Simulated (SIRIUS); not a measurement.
PbS under changes of volume

One of the cells (27.220 Å³/atom); the others are scaled copies at fixed shape and fractional positions:

```
CELL_PARAMETERS angstrom
2.12665 1.22782 3.47478
-2.12665 1.22782 3.47478
0.00000 -2.45565 3.47478
ATOMIC_POSITIONS crystal
Pb 0.98057 0.98057 0.98057
S 0.47504 0.47504 0.47504
```

The cell is a database's computed one.

```yaml
Program: SIRIUS 7.10.0
Functional: PBEsol
Potentials_or_basis: PseudoDojo 0.4.1 PBEsol standard (scalar relativistic)
Cutoff: 765 eV
Density_cutoff: 3061 eV
k_mesh: 8 × 8 × 8
Occupations: fermi-dirac, width 0.05 eV
Spin: no spin polarisation
```

```tsv
volume (Å³/atom)	energy over the lowest point (meV/atom)	pressure (GPa)	gap on the mesh (eV)	largest force (eV/Å)
25.085	3.18	1.6	0.15	0.046
25.618	0.00	0.3	0.22	0.034
26.152	1.03	-0.9	0.29	0.023
27.220	?	?	?	?
27.753	25.41	-3.8	0.48	0.009
28.287	39.45	-4.6	0.54	0.018
```

**Question.** What does the run at 27.220 Å³/atom give?

**Answer.** Energy over the lowest point 14.11 meV/atom; pressure -3.0 GPa; gap on the mesh 0.42 eV; largest force 0.002 eV/Å.

Worked out: A Birch-Murnaghan fit of order 3 (a polynomial in V^(-2/3)) to the other rows has its minimum at 25.75 Å³/atom with B0 = V·E''(V) = 60 GPa and B' = 4.3 at fixed shape and positions, which overstates the stiffness. It gives 14.13 meV/atom at 27.220 Å³/atom, against the run's 14.11, and -dE/dV = -3.0 GPa, against -3.0. A straight line through the other rows of the gap, of slope 3.24 eV per unit of ln V, gives 0.42 eV, against the run's 0.42.

Energies are extrapolated to zero smearing.

Caveats: spin-orbit coupling is left out, which as a rule narrows the gap of such compounds by several tenths of an eV.

A mesh can miss the band edges.
